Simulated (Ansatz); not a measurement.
Relaxed bulk TaN:

```
Ta N
1.0
     2.95018    0.00000    0.00000
    -1.47509    2.55493    0.00000
     0.00000    0.00000    2.89777
Ta N
1 1
Direct
  0.33333 0.66667 0.50000
  0.00000 0.00000 0.00000
```

Miller indices refer to the conventional cell of P-6m2 (No. 187), a = 2.950 Å, b = 2.950 Å, c = 2.898 Å, α = 90.00°, β = 90.00°, γ = 120.00°.

The (101) slab of 12 planes, 9.9 Å thick with 15 Å of vacuum as cut; outer planes N (top) and Ta (bottom).

Level of theory: DFT PBE, scalar-relativistic, plane waves, PAW (Ansatz). Cutoff 420 eV; k points 12×9×1 on the computed 12-atom cell (Γ-centred); Gaussian smearing, width 0.10 eV; no spin polarisation. The cell repeats along c with a dipole correction in the vacuum.

Results for the relaxed slab:

For the relaxed slab, the surface energy (mean of both faces) is 3.03 J/m², the work function is 3.63 eV (top), 4.10 eV (bottom) and the dipole of the slab along +c, per cell is 0.03 e·Å.

Relaxation lowers the energy by 0.176 J/m² a face; the largest move is 0.153 Å.

| plane (bottom to top) | atoms | spacing to next, bulk (Å) | relaxed (Å) | change (%) |
| --- | --- | --- | --- | --- |
| 1 | Ta | 0.319 | 0.333 | +4.3 |
| 2 | N | 1.597 | 1.542 | -3.4 |
| 3 | Ta | 0.319 | 0.304 | -4.8 |
| 4 | N | 1.597 | 1.622 | +1.6 |
| 5 | Ta | 0.319 | 0.316 | -1.1 |
| 6 | N | 1.597 | 1.599 | +0.1 |
| 7 | Ta | 0.319 | 0.317 | -0.8 |
| 8 | N | 1.597 | 1.612 | +0.9 |
| 9 | Ta | 0.319 | 0.312 | -2.4 |
| 10 | N | 1.597 | 1.572 | -1.6 |
| 11 | Ta | 0.319 | 0.262 | -17.9 |
| 12 | N |  |  |  |

Spin-orbit coupling is left out, which matters for the bands of heavy elements.

The reference crystal is a form of TaN, which isn't its usual structure.